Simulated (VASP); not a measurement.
# FeO (Wuestite) (Fm-3m) in VASP: a series of runs, part 2 of 2

VASP 6.6.1. Earlier steps stand in the parts before.

## Step 3: Single point, LDA, collinear spin, ferromagnetic start

The input, INCAR:

```
PREC     = Accurate       # precision mode
ENCUT    = 550            # plane-wave cutoff, eV
EDIFF    = 1E-7           # SCF threshold, eV
ISMEAR   = 0              # smearing method
SIGMA    = 0.05           # smearing width, eV
LREAL    = False          # projectors in reciprocal space
LASPH    = True           # aspherical terms in the spheres
NELM     = 100            # most SCF steps
ALGO     = Normal         # electronic algorithm
ISIF     = 2              # what is computed and relaxed
LWAVE    = False          # write WAVECAR
LCHARG   = False          # write CHGCAR
ISPIN    = 2              # spin polarisation
MAGMOM   = 3 0            # initial moments
LORBIT   = 11             # projections on sites
LMAXMIX  = 4              # l up to which the mixer works
NBANDS   = 18             # bands
ADDGRID  = False
```

The input, KPOINTS:

```
Automatic mesh
0
Gamma
  13 13 13
```

The input, POSCAR:

```
FeO
1.0
    0.0000000000      2.1554000000      2.1554000000
    2.1554000000      0.0000000000      2.1554000000
    2.1554000000      2.1554000000      0.0000000000
Fe O
1 1
Direct
    0.0000000000      0.0000000000      0.0000000000
    0.5000000000      0.5000000000      0.5000000000
```

Potentials or basis: VASP PAW LDA potentials, release 64 (Fe, O).

The run is started by

```bash
cat potpaw_LDA.64/Fe/POTCAR potpaw_LDA.64/O/POTCAR > POTCAR
mpirun -np 1 vasp_std > vasp.out
```

OUTCAR:

```text
PREC = Accurate
   ENCUT = 550
   EDIFF = 1E-7
   ISMEAR = 0
   LREAL = False
   LASPH = True
   NELM = 100
   ISIF = 2
   ISPIN = 2
   LORBIT = 11

 Found     84 irreducible k-points:

 Following reciprocal coordinates:
            Coordinates               Weight
  0.000000  0.000000  0.000000      1.000000
  0.076923  0.000000  0.000000      8.000000
  0.153846  0.000000  0.000000      8.000000
  0.230769  0.000000  0.000000      8.000000
  0.307692  0.000000  0.000000      8.000000
  0.384615  0.000000  0.000000      8.000000
   k-points           NKPTS =     84   k-points in BZ     NKDIM =     84   number of bands    NBANDS=     18
   number of dos      NEDOS =    301   number of ions     NIONS =      2
   total plane-waves  NPLWV =  13824
   dimension x,y,z NGX =    24 NGY =   24 NGZ =   24
   dimension x,y,z NGXF=    48 NGYF=   48 NGZF=   48
   ions per type =               1   1
   NGX,Y,Z   is equivalent  to a cutoff of  13.09, 13.09, 13.09 a.u.
   NGXF,Y,Z  is equivalent  to a cutoff of  26.18, 26.18, 26.18 a.u.
 SYSTEM =  unknown system
   PREC   = accura    normal or accurate (medium, high low for compatibility)
   ISTART =      0    job   : 0-new  1-cont  2-samecut
   ICHARG =      2    charge: 1-file 2-atom 10-const
   ISPIN  =      2    spin polarized calculation?
   LNONCOLLINEAR =      F non collinear calculations
   LSORBIT =      F    spin-orbit coupling
   LASPH  =      T    aspherical Exc in radial PAW
   ENCUT  =  550.0 eV  40.42 Ry    6.36 a.u.   5.83  5.83  5.83*2*pi/ulx,y,z
   NELM   =    100;   NELMIN=  2; NELMDL= -5     # of ELM steps
   EDIFF  = 0.1E-06   stopping-criterion for ELM
   LREAL  =      F    real-space projection
   EDIFFG = 0.1E-05   stopping-criterion for IOM
   NSW    =      0    number of steps for IOM
   IBRION =     -1    ionic relax: 0-MD 1-quasi-New 2-CG
   NFREE  =      0    steps in history (QN), initial steepest desc. (CG)
   ISIF   =      2    stress and relaxation
   ISYM   =      2    0-nonsym 1-usesym 2-fastsym
   POTIM  = 0.5000    time-step for ionic-motion
   TEBEG  =    0.0;   TEEND  =   0.0 temperature during run
   PSTRESS=    0.0 pullay stress
   NELECT =      14.0000    total number of electrons
   NUPDOWN=      -1.0000    fix difference up-down
   EMIN   =  10.00;   EMAX   =-10.00  energy-range for DOS
   EFERMI =   0.00;   METHOD = LEGACY
   ISMEAR =     0;   SIGMA  =   0.05  broadening in eV -4-tet -1-fermi 0-gaus
   EFERMI_NEDOS =   21; number of points for ismear=-14 and -15
   IALGO  =     38    algorithm
   IMIX   =      4    mixing-type and parameters
     AMIX     =   0.40;   BMIX     =  1.00
     AMIX_MAG =   1.60;   BMIX_MAG =  1.00
  volume/ion in A,a.u.               =      10.01        67.57
  Fermi-wavevector in a.u.,A,eV,Ry     =   1.452935  2.745650 28.722187  2.111021
  Thomas-Fermi vector in A             =   2.570260
   LORBIT       =     11    0 simple, 1 ext, 2 COOP (PROOUT), +10 PAW based schemes
   GGA     = CA    functional components
   LHFCALC =     F    Hartree Fock is set to
   AEXX    =    0.0000 exact exchange contribution
   IVDW    =     0    specifies the selected vdW correction
   LEPSILON=     F    determine dielectric tensor
   LRPA    =     F    only Hartree local field effects (RPA)
 spin polarized calculation
 Gauss-broadening in eV      SIGMA  =   0.05
  energy-cutoff  :      550.00
  volume of cell :       20.03
 maximum number of plane-waves:       597
   NGX = 11   NGY = 11   NGZ = 11

 number of electron      13.9999998 magnetization       3.9999305

 Free energy of the ion-electron system (eV)
  ---------------------------------------------------
  ext. energy  EPLUGINS =         0.00000000
  ---------------------------------------------------
  free energy    TOTEN  =       -16.40413207 eV

  energy without entropy =      -16.40250762  energy(sigma->0) =      -16.40331985

 E-fermi :   5.8227     XC(G=0): -12.6225

 val. band max:        5.8141147290   @ k =  -0.3077   0.0769   0.0000
 cond. band min:       5.8250731750   @ k =   0.0769   0.0769   0.0000
 fundamental gap:      0.0109584460
 Fermi energy:         5.8226836283

 spin component 1

 k-point     1 :       0.0000    0.0000    0.0000
  band No.  band energies     occupation
      1     -14.5477      1.00000
      2       2.0862      1.00000
      3       2.0862      1.00000
      4       2.0862      1.00000
      5       2.1964      1.00000
      6       2.1964      1.00000
[... 10 lines left out ...]
     17      26.4033      0.00000
     18      29.5182      0.00000

 k-point     2 :       0.0769    0.0000    0.0000
  band No.  band energies     occupation
      1     -14.4868      1.00000
      2       1.3936      1.00000
      3       1.5024      1.00000
      4       1.5024      1.00000
      5       2.2680      1.00000
      6       2.2680      1.00000
[... 10 lines left out ...]
     17      27.1336      0.00000
     18      30.5037      0.00000

 k-point     3 :       0.1538    0.0000    0.0000
  band No.  band energies     occupation
      1     -14.3128      1.00000
      2       0.3588      1.00000
      3       0.8445      1.00000
      4       0.8445      1.00000
      5       2.3916      1.00000
      6       2.3916      1.00000
[... 10 lines left out ...]
     17      28.9326      0.00000
     18      32.2904      0.00000

 k-point     4 :       0.2308    0.0000    0.0000
  band No.  band energies     occupation
      1     -14.0541      1.00000
      2      -0.7252      1.00000
      3       0.2757      1.00000
      4       0.2757      1.00000
      5       2.5692      1.00000
      6       2.5692      1.00000
[... 10 lines left out ...]
     17      30.9868      0.00000
     18      33.7725      0.00000

 k-point     5 :       0.3077    0.0000    0.0000
  band No.  band energies     occupation
      1     -13.7592      1.00000
      2      -1.6926      1.00000
      3      -0.1736      1.00000
      4      -0.1736      1.00000
      5       2.7641      1.00000
      6       2.7641      1.00000
[... 10 lines left out ...]
     17      31.5036      0.00000
     18      34.0397      0.00000

 k-point     6 :       0.3846    0.0000    0.0000
  band No.  band energies     occupation
      1     -13.4955      1.00000
      2      -2.4235      1.00000
      3      -0.4837      1.00000
      4      -0.4837      1.00000
      5       2.9311      1.00000
      6       2.9311      1.00000
[... 10 lines left out ...]
     17      30.5022      0.00000
     18      33.2144      0.00000

 [... further k-points ...]

 spin component 2

 k-point     1 :       0.0000    0.0000    0.0000
  band No.  band energies     occupation
      1     -13.9715      1.00000
      2       2.7002      1.00000
      3       2.7002      1.00000
      4       2.7002      1.00000
      5       5.0724      1.00000
      6       5.0724      1.00000
[... 10 lines left out ...]
     17      27.6894      0.00000
     18      30.6630      0.00000

 k-point     2 :       0.0769    0.0000    0.0000
  band No.  band energies     occupation
      1     -13.9100      1.00000
      2       2.2156      1.00000
      3       2.5049      1.00000
      4       2.5049      1.00000
      5       5.1489      1.00000
      6       5.1489      1.00000
[... 10 lines left out ...]
     17      28.3624      0.00000
     18      31.6862      0.00000

 k-point     3 :       0.1538    0.0000    0.0000
  band No.  band energies     occupation
      1     -13.7344      1.00000
      2       1.1980      1.00000
      3       2.0674      1.00000
      4       2.0674      1.00000
      5       5.3303      1.00000
      6       5.3303      1.00000
[... 10 lines left out ...]
     17      29.9871      0.00000
     18      33.4890      0.00000

 k-point     4 :       0.2308    0.0000    0.0000
  band No.  band energies     occupation
      1     -13.4732      1.00000
      2       0.0943      1.00000
      3       1.5894      1.00000
      4       1.5894      1.00000
      5       5.5479      1.00000
      6       5.5719      1.00000
[... 10 lines left out ...]
     17      31.8575      0.00000
     18      34.8721      0.00000

 k-point     5 :       0.3077    0.0000    0.0000
  band No.  band energies     occupation
      1     -13.1755      1.00000
      2      -0.8950      1.00000
      3       1.1773      1.00000
      4       1.1773      1.00000
      5       5.8329      0.38615
      6       5.8329      0.38605
[... 10 lines left out ...]
     17      32.1888      0.00000
     18      34.9100      0.00000

 k-point     6 :       0.3846    0.0000    0.0000
  band No.  band energies     occupation
      1     -12.9091      1.00000
      2      -1.6428      1.00000
      3       0.8821      1.00000
      4       0.8821      1.00000
      5       6.0573      0.00000
      6       6.0573      0.00000
[... 10 lines left out ...]
     17      31.0929      0.00000
     18      33.9435      0.00000

 [... further k-points ...]

------------------------ aborting loop because EDIFF is reached ----------------------------------------

  FORCE on cell =-STRESS in cart. coord.  units (eV):
  Direction    XX          YY          ZZ          XY          YZ          ZX
  --------------------------------------------------------------------------------------
  -------------------------------------------------------------------------------------
  Total       -1.9183254     -1.9183254     -1.9183254      0.0000000      0.0000000      0.0000000
  in kB     -153.4684955   -153.4684955   -153.4684955      0.0000000      0.0000000      0.0000000
  external PRESSURE =    -153.4684955 kB  Pullay stress =       0.0000000 kB

 VOLUME and BASIS-vectors are now :
 -----------------------------------------------------------------------------
  energy-cutoff  :      550.00
  volume of cell :       20.03
      direct lattice vectors                 reciprocal lattice vectors
     0.000000000  2.155400000  2.155400000    -0.231975503  0.231975503  0.231975503
     2.155400000  0.000000000  2.155400000     0.231975503 -0.231975503  0.231975503
     2.155400000  2.155400000  0.000000000     0.231975503  0.231975503 -0.231975503

 POSITION                                       TOTAL-FORCE (eV/Angst)
 -----------------------------------------------------------------------------------
      0.00000      0.00000      0.00000        -0.000000      0.000000      0.000000
      2.15540      2.15540      2.15540         0.000000     -0.000000      0.000000
 -----------------------------------------------------------------------------------
    total drift:                                0.000000     -0.000000      0.000000

  FREE ENERGIE OF THE ION-ELECTRON SYSTEM (eV)
  ---------------------------------------------------
  free  energy   TOTEN  =       -16.4041320713 eV

  energy  without entropy=      -16.4025076193  energy(sigma->0) =      -16.40331985

 total charge

# of ion       s       p       d       tot
------------------------------------------
    1        0.293   0.364   6.107   6.764
    2        1.542   3.410   0.000   4.952
--------------------------------------------------
tot          1.835   3.774   6.107  11.716

 magnetization (x)

# of ion       s       p       d       tot
------------------------------------------
    1        0.024   0.021   3.530   3.576
    2        0.030   0.288   0.000   0.318
--------------------------------------------------
tot          0.055   0.309   3.530   3.894
```

Run time: 66 s. Hardware: 1 thread of Intel Xeon Platinum 8375C at 2.90GHz (Ice Lake), shared host; peak memory 0.17 GiB.

These settings aren't checked as converged: the numbers below hold their error.

What came out:

```
Free energy                                           : -16.4041 eV
Pressure                                              : -15.3 GPa
Band gap on the k mesh                                : none (metal or under the smearing width)
Net moment                                            : 4.00 μB per cell
Site moments                                          : Fe +3.58; O +0.32 μB
Valence electrons inside the program's atomic spheres : Fe 6.76; O 4.95
```

Caveat: a cell with one magnetic atom can't hold antiferromagnetic order, which such compounds often take; semilocal functionals often make such compounds metallic where correlation or magnetic order opens a gap, which also shifts bond lengths.

## Step 4: Atomic charges, HF, collinear spin, zero start

POSCAR is that of step 3.

The input, INCAR.step1:

```
SYSTEM = FeO
ALGO = Normal
EDIFF = 1E-5
ENCUT = 520
GGA = PE
ISIF = 2
ISMEAR = 0
ISPIN = 2
LASPH = .TRUE.
LMAXMIX = 4
LREAL = .FALSE.
LWAVE = .TRUE.
MAGMOM = 0 0
NELM = 150
PREC = Accurate
SIGMA = 0.01
```

The input, INCAR.step2:

```
SYSTEM = FeO
AEXX = 1.0
AGGAC = 0.0
ALDAC = 0.0
ALGO = Normal
EDIFF = 1E-7
ENCUT = 520
GGA = PE
ISIF = 2
ISMEAR = 0
ISPIN = 2
ISTART = 1
LASPH = .TRUE.
LCHARG = .TRUE.
LELF = .TRUE.
LHFCALC = .TRUE.
LMAXMIX = 4
LORBIT = 11
LREAL = .FALSE.
LVHAR = .TRUE.
LWAVE = .FALSE.
MAGMOM = 0 0
NELM = 150
PREC = Accurate
PRECFOCK = Fast
SIGMA = 0.01
```

The input, KPOINTS:

```
k-points
0
G
  6 6 6
  0 0 0
```

Potentials or basis: VASP PAW PBE potentials, release 64 (Fe, O).

The run is started by

```bash
cat potpaw_PBE.64/Fe/POTCAR potpaw_PBE.64/O/POTCAR > POTCAR
cp INCAR.step1 INCAR
mpirun -np 1 vasp_std > vasp.out
cp INCAR.step2 INCAR
mpirun -np 1 vasp_std > vasp.out
```

It took 13 min on 1 thread of Intel Xeon Platinum 8488C (Sapphire Rapids), shared host; peak memory 0.16 GiB.

The run converged. Its results:

* Free energy: -45.7069 eV
* Pressure: -13.6 GPa
* Band gap on the k mesh: 14.79 eV, indirect (least direct gap 14.99 eV)
* Net moment: 0.00 μB per cell
* Valence electrons inside the program's atomic spheres: Fe 6.71; O 5.17

Levels at points of the mesh, in eV from the valence-band top:
Spin up:
| k point | band 4 | band 5 | band 6 | band 7 | band 8 | band 9 | band 10 | band 11 |
| --- | --- | --- | --- | --- | --- | --- | --- | --- |
| (0.00, 0.00, 0.00) | -2.86 | -0.20 | -0.20 | -0.20 | 14.79 | 17.92 | 17.92 | 30.26 |
| (0.50, 0.00, 0.00) | -3.14 | -0.73 | -0.71 | -0.71 | 18.56 | 21.31 | 21.31 | 25.13 |
| (0.50, 0.50, 0.00) | -1.79 | -1.79 | -1.75 | -1.75 | 18.98 | 19.29 | 21.28 | 24.85 |
Spin down:
```csv
k point,band 4,band 5,band 6,band 7,band 8,band 9,band 10,band 11
"(0.00, 0.00, 0.00)",-2.86,-0.20,-0.20,-0.20,14.79,17.92,17.92,30.26
"(0.50, 0.00, 0.00)",-3.14,-0.73,-0.71,-0.71,18.56,21.31,21.31,25.13
"(0.50, 0.50, 0.00)",-1.79,-1.79,-1.75,-1.75,18.98,19.29,21.28,24.85
```

Caveat: the k mesh is coarse (spacing up to 0.42 Å⁻¹), so the values aren't converged, least of all with exact exchange; the PAW data sets were made with another functional, which shifts forces and pressure a little.

## Step 5: The reference run

An earlier run on the cell as given: functional PBE; potentials or basis VASP PAW PBE potentials, release 64 (Fe, O); cutoff 520 eV; k mesh 11 × 11 × 11; occupations fermi-dirac, width 0.05 eV; collinear spin, ferromagnetic start; starting moments [3.0, 0.0] μB.

- Pressure: -0.1 GPa
- Band gap on the k mesh: none (metal or under the smearing width)
- Net moment: 4.00 μB per cell
- Site moments: Fe +3.62; O +0.30 μB
- Valence electrons inside the program's atomic spheres: Fe 6.73; O 4.99
